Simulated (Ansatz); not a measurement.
# Structures of CoO: which is lowest?

Plane-wave DFT in Ansatz with scalar-relativistic PAW potentials, cutoff 420 eV, Γ-centred meshes chosen by cell and gap, Gaussian smearing with energies taken to zero width. Every cell was relaxed (cell and atoms) in a run of its own, within the symmetry of its start. Functional: PBE+D3(BJ).

Relaxed structures (starts from databases or built by putting these elements on another compound's sites):
A. P6_3mc, 4 atoms in the computed cell, a = 3.132 Å, c = 5.273 Å; sites (symmetry × multiplicity) Co 3m. × 2, O 3m. × 2; start: database
B. Fm-3m, 2 atoms in the computed cell, a = 4.255 Å; sites (symmetry × multiplicity) Co m-3m × 4, O m-3m × 4; start: database

Rank them by energy. Could pressure change the order?

| structure | group | E − E(lowest) (meV/atom) | V (Å³/atom) | gap on mesh (eV) |
| --- | --- | --- | --- | --- |
| A | P6_3mc | 0.0 | 11.20 | 0.07 |
| B | Fm-3m | 139 | 9.63 | 0.00 |

A is lowest, 139 meV/atom under B. B is denser by 1.57 Å³/atom, so pressure favours it: ΔE/ΔV, with ΔE in eV and 1 eV/Å³ = 160.2 GPa, gives about 14 GPa for equal enthalpy if both cells were rigid, a rough figure since the two compress differently. Other structures may lie lower than all of these, and vibrations aren't counted.

An atom lies near a switch of its D3 coefficient C6 between reference coordination numbers, so the dispersion energy changes steeply there and can make or shift the minimum. Magnetic cells started from one order each; another order can shift an energy by tens of meV per atom.